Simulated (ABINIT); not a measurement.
Os:

```
CELL_PARAMETERS angstrom
2.73410 0.00000 0.00000
-1.36705 2.36780 0.00000
0.00000 0.00000 4.31970
ATOMIC_POSITIONS crystal
Os 0.66667 0.33333 0.75000
Os 0.33333 0.66667 0.25000
```

Program: ABINIT 10.8.3 (patched build). Alike in all runs: cell as given; cutoff (eV) 408; smearing fermi-dirac 0.05 eV.

Q: Order these runs on this cell by their pressure, lowest first.
A. level BLYP; potentials or basis JTH PAW PBE v2.0; spin SOC, no magnetisation; k mesh 11 × 11 × 6
B. level LDA-PZ; potentials or basis JTH PAW LDA v2.0; spin SOC, no magnetisation; k mesh 11 × 11 × 6
C. level RPBE; potentials or basis JTH PAW PBE v2.0; spin off; k mesh 11 × 11 × 6
D. level PBEsol; potentials or basis JTH PAW PBE v2.0; spin off; k mesh 14 × 14 × 8
E. level PBE; potentials or basis JTH PAW PBE v2.0; spin off; k mesh 11 × 11 × 6

A: B (-8.4 GPa), D (-2.3 GPa), E (8.9 GPa), C (12.9 GPa), A (26.3 GPa).

Caveats: the PAW data sets were made with another functional, which shifts forces and pressure a little (some runs); so large a pressure means that the cell lies far from this level's equilibrium, or that cutoff or potentials fall short (some runs); the potentials were made for another functional, which shifts forces and pressure (some runs).
